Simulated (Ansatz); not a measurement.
ZnS in the zincblende structure, relaxed with r2SCAN in the PAW code Ansatz: space group F-43m (No. 216), cubic; a = 5.388 Å in the conventional setting, 19.55 Å³ an atom. Zn has 4 S at 2.33 Å; S has 4 Zn at 2.33 Å. The primitive cell holds 2 atoms in 39.11 Å³. Calculated for a static, non-magnetic cell.

Computed values: PBE gives a gap of 2.15 eV and PBE0 (25 % exact exchange) 4.04 eV; one over PBE's mean ε∞ is 0.169. HSE06 (6×6×6) gives a least gap of 3.38 eV, direct. In PBE's bands the lowest conduction level rises by 0.267 eV from Γ to the point 0.1166 1/Å along Γ–X; the direct gap at Γ is 2.15 eV. r2SCAN's ε∞ is 5.43.

Q: Taking the gap as linear in the share of unscreened exchange, estimate the gap of the hybrid whose share is 1/ε∞.

A: The slope is (4.04 − 2.15)/0.25 = 7.56 eV per unit share, so E_g ≈ 2.15 + 7.56 × 0.169 = 3.43 eV. The run with that share gives 3.41 eV (6×6×6 mesh), -0.02 eV from the straight line.

Q: At what wavelength does absorption set in by HSE06, excitons left aside?

A: λ = 1239.84 eV nm/E: 367 nm for the least gap.

Q: Estimate the electron mass at Γ from the rise of PBE's conduction level.

A: A parabola gives m*/mₑ = (ħ²/2mₑ) k²/ΔE = 3.810 × 0.1166²/0.267 = 0.194. The band flattens away from Γ; with E(1 + E/E_g) = ħ²k²/2m* the mass at the edge is 0.194/(1 + 0.267/2.15) = 0.173 (1/E_g is only a rough value for the bending). It is PBE's mass, and a gap that is too small makes it too light.

Q: What refractive index and reflectivity at normal incidence follow, below the gap and above the phonons?

A: n = √5.43 = 2.330; R = ((n − 1)/(n + 1))² = (1.330/3.330)² = 16.0 % a face.

The meshes of the hybrids are coarse, so their gaps aren't converged to the digits shown.
